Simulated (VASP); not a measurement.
Ba: equation of state with PBE

Ba:

```
Ba
1.0
     3.91772    0.00000    0.00000
     0.00000    3.91772    0.00000
     0.00000    0.00000    3.91772
Ba
1
Direct
  0.00000 0.00000 0.00000
```

This isn't the form of Ba at room conditions, which is bcc.

```
Program                : VASP 6.6.1
Task                   : equation of state
Functional             : PBE
Potentials or basis    : VASP PAW PBE potentials, release 64 (Ba_sv)
Cutoff                 : 520 eV
k mesh                 : 7 × 7 × 7
Occupations            : fermi-dirac, width 0.05 eV
Spin                   : no spin polarisation
Further INCAR settings : ALGO = Normal; EDIFF = 1e-07; NBANDS = 11
```

```
Equilibrium volume                      : 62.65 Å³/atom
Bulk modulus                            : 8.4 GPa
Pressure derivative of the bulk modulus : 3.1 (rough: it moves with the points fitted)
```

Energy against volume, from the lowest point:
```tsv
volume (Å³/atom)	energy (meV/atom)
56.523	17.95
57.726	11.28
58.929	6.25
60.131	2.77
61.334	0.72
62.536	0.00
63.739	0.47
```

All runs of the series together: 53 s on 1 thread of Intel(R) Xeon(R) 6975P-C (Granite Rapids) (shared host).

Spin-orbit coupling is left out, which matters for the levels of Ba.
